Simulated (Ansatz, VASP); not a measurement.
# Si in VASP and in Ansatz

The input INCAR:

```
ALGO = Normal
EDIFF = 1E-6
ENCUT = 520
ISIF = 2
ISMEAR = 0
LASPH = True
LCHARG = True
LELF = True
LREAL = False
LVHAR = True
LWAVE = False
NBANDS = 8
NELM = 80
PREC = Accurate
SIGMA = 0.15
```

Contents of KPOINTS:

```
k-points
0
Gamma
  24 24 24
```

File POSCAR:

```
Si
1.0
    2.7389159986      0.0000000000      0.0000000000
   -1.3694579993      2.3719708336      0.0000000000
    0.0000000000      0.0000000000      2.4707612060
Si
1
Direct
    0.0000000000      0.0000000000      0.0000000000
```

Input for Ansatz:

```yaml
crystal:
  lattice:
    - [2.7389159986, 0.0, 0.0]
    - [-1.3694579993, 2.3719708336, 0.0]
    - [0.0, 0.0, 2.470761206]
  atoms:
    - { symbol: Si, position: [0.0, 0.0, 0.0] }
basis:
  ecutwfc: 420
kpoints:
  mp_grid: { grid: [24, 24, 24] }
hamiltonian:
  xc: lda
scf:
  occupations: { method: gaussian, width: 0.15 }
output:
  forces: true
  stress: true
  eigenvalues: true
  write_density: true
  write_potential: true
  elf: true
  volumetric_format: npy
```

Change from the starting cell: strain +0.050 along x and y, +0.000 along z, atoms carried along.

Alike in both runs: task single point; functional LDA; k mesh 24 × 24 × 24; occupations gaussian, width 0.15 eV; no spin polarisation.

|  | VASP | Ansatz |
| --- | --- | --- |
| version | VASP 6.6.1 | Ansatz 0.2.0 |
| potentials or method | VASP PAW LDA potentials, release 64 (Si) | scalar-relativistic, plane waves, PAW |
| plane-wave cutoff (eV) | 520 | 420 |
| valence electrons in the cell | 4 | 4 |

Ansatz gave:

| Quantity | Value |
| --- | --- |
| gap on the k mesh at the Fermi level (eV) | none |
| pressure (GPa) | -8.5 |
| largest component of the traceless stress (GPa) | 3.98 |

Task: Estimate VASP's values.

Result: gap on the k mesh at the Fermi level (eV): none; pressure (GPa): -8.4; largest component of the traceless stress (GPa): 4.00.

A gap of «none» marks a metal or a gap that the smearing closes.
